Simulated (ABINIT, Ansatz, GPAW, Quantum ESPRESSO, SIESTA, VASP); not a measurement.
MoS2: 7 runs at one level of theory

```
Mo S
1.0
     1.58000    0.91221    6.15000
    -1.58000    0.91221    6.15000
     0.00000   -1.82443    6.15000
Mo S
1 2
Cartesian
  0.0000 0.0000 0.0000
  0.0000 0.0000 7.6936
  0.0000 0.0000 4.6125
```

Measurements of this composition are mostly on another form, of space group No. 194.

Alike in all runs: task single point; functional PBEsol; k mesh 10 × 10 × 10; occupations fermi-dirac, width 0.05 eV; no spin polarisation; no spin-orbit coupling. Pressure is positive in compression and, in plane waves, holds the error of the finite cutoff, which Ansatz's Pulay term estimates and takes out.

| program and potentials | plane-wave cutoff (eV) | notes | pressure (GPa) | largest force (eV/Å) |
| --- | --- | --- | --- | --- |
| Ansatz, Ansatz PAW | 420 | potentials made for PBE, which Ansatz adapts in part | 0.34 | 0.259 |
| GPAW, PAW data sets generated for this functional | 600 | - | 0.21 | 0.257 |
| SIESTA, files PseudoDojo sr-pbesol-0.4.1-standard, DZP (energy shift 0.003 Ry; two zetas on semicore shells) | - | atomic basis | 3.37 | 0.710 |
| Ansatz, all-electron LAPW, scalar-relativistic | - | - | 0.36 | 0.260 |
| ABINIT, PseudoDojo NC SR PBEsol v0.4.1 standard | 1088 | - | 0.41 | 0.268 |
| Quantum ESPRESSO, GBRV 1.5 PBEsol | 612 | - | 0.01 | 0.242 |
| VASP, PBE PAW files Mo_sv, S, 520 eV | 520 | potentials made for PBE | 0.33 | 0.260 |

Force on atom 3 (S), eV/Å:

```csv
program and potentials,x,y,z
"Ansatz, Ansatz PAW",0.000,0.000,-0.259
"GPAW, PAW data sets generated for this functional",0.000,0.000,-0.257
"SIESTA, files PseudoDojo sr-pbesol-0.4.1-standard, DZP (energy shift 0.003 Ry; two zetas on semicore shells)",0.000,0.000,-0.710
"Ansatz, all-electron LAPW, scalar-relativistic",0.000,0.000,-0.260
"ABINIT, PseudoDojo NC SR PBEsol v0.4.1 standard",0.000,0.000,-0.268
"Quantum ESPRESSO, GBRV 1.5 PBEsol",0.000,0.000,-0.242
"VASP, PBE PAW files Mo_sv, S, 520 eV",0.000,0.000,-0.260
```

The pressure spans 0.01 (Quantum ESPRESSO, GBRV 1.5 PBEsol) to 3.37 GPa (SIESTA, files PseudoDojo sr-pbesol-0.4.1-standard, DZP (energy shift 0.003 Ry; two zetas on semicore shells)), with all-electron results at 0.36. Rows in atomic bases carry the error of their basis and grid, which can be large.

Differences between rows come from potentials, basis sets and numerical settings, since the functional is the same but for its coding. Runs on potential files found faulty are left out.

The force on the lower sulfur of each layer points away from its molybdenum plane in every run, so the S–Mo–S sandwich is somewhat too thin for this functional at the given cell. The restoring force comes from the stiff, covalent Mo 4d–S 3p bonds, where overlap repulsion rises quickly on shortening. The threefold axis through the atom leaves only the component along the stacking direction.

The small pressures don't contradict this. Pressure averages the stress over directions and says little about an internal coordinate, so even the 0.01 GPa from Quantum ESPRESSO doesn't mark a relaxed structure. Six runs agree closely on the force, with all-electron LAPW at 0.260 eV/Å. SIESTA keeps the direction but gives 0.710 eV/Å; as ABINIT with the same pseudopotential family stays near the all-electron value, the atomic basis or grid is the more likely source.

Neither quantity isolates the weak coupling between layers, so the results don't test the interlayer spacing or the preference for this stacking over the commoner form.
